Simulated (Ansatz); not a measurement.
input.yaml for Pb (Ansatz 0.2.0)

```yaml
crystal:
  lattice:
    - [3.4715901269, 0.0, 0.0]
    - [-1.7357950634, 3.0064852414, 0.0]
    - [0.0, 0.0, 5.99738957]
  atoms:
    - { symbol: Pb, position: [0.3333333333, 0.6666666667, 0.25] }
    - { symbol: Pb, position: [0.6666666667, 0.3333333333, 0.75] }
basis:
  ecutwfc: "16 Ha"
kpoints:
  mp_grid: { grid: [6, 6, 4] }
hamiltonian:
  xc: pbe
scf:
  occupations: { method: gaussian, width: 0.1 }
output:
  forces: true
  stress: true
  eigenvalues: true
accuracy: low
```

Command:

```bash
ansatz run input.yaml --threads 1 --pin off --max-ram 1331MiB --backend cpu --events-out ev --progress --plain --runs-dir out
```

From the log (HF is the Harris–Foulkes energy, dr2 the density residual in eV):

```text
Pseudopotential: Pb, paw, valence charge 14, recommended cutoff 420 eV (normal)
Crystal: 2 atoms, lattice volume = 62.596 Å³
Basis set: ecut = 435.3821 eV, 1299 PW (Γ), exchange–correlation on 48×48×90 points (8 copies of the dense FFT grid, shifted against one another)
Bands: 18, of which v1, the nominal top of the filled ones, is band 14 counted from 1 (13 counted from 0)
Symmetry: 24 space group operations
Space group: P63/mmc (ITA 194), of the structure as read, at distance tolerance 4.0e-5 Å
k-points: 21 of 144
Initial density: superposition of atomic densities, corrected by the library's trained network
SCF iter   1: HF=-23812.720048 eV  Δρ=8.94e-4  dr2=5.63e-4
SCF iter   2: HF=-23812.718450 eV  Δρ=6.67e-4  dr2=2.63e-4
SCF iter   3: HF=-23812.718510 eV  Δρ=2.41e-4  dr2=4.52e-5
SCF iter   4: HF=-23812.718498 eV  Δρ=1.69e-4  dr2=1.43e-5
SCF iter   5: HF=-23812.718495 eV  Δρ=2.02e-5  dr2=2.53e-7
SCF iter   6: F=-23812.718495 eV  HF=-23812.718495 eV  Δρ=7.48e-6  dr2=3.19e-8
SCF 1 converged in 6 iterations: F = -23812.718495 eV  dr2 = 3.19e-8
SCF converged after 6 iterations
Free energy (F): -23812.718495 eV
E sigma→0 (E₀):  -23812.713301 eV
Entropy (-TS):   -0.010388 eV (-5.194 meV/atom)
Fermi energy:    10.589993 eV
--- Forces (eV/Å), atoms counted from 1 ---
  atom   1  Pb     0.00000000    -0.00000000     0.00000000
  atom   2  Pb    -0.00000000     0.00000000     0.00000000
--- Stress (GPa, compression-positive) ---
        1.799843       0.000000       0.000000
       -0.000000       1.799843       0.000000
        0.000000       0.000000       0.307972
  P = ⅓ Tr σ = 1.3026 GPa (13.026 kbar)
```

Settings here are deliberately varied, not converged.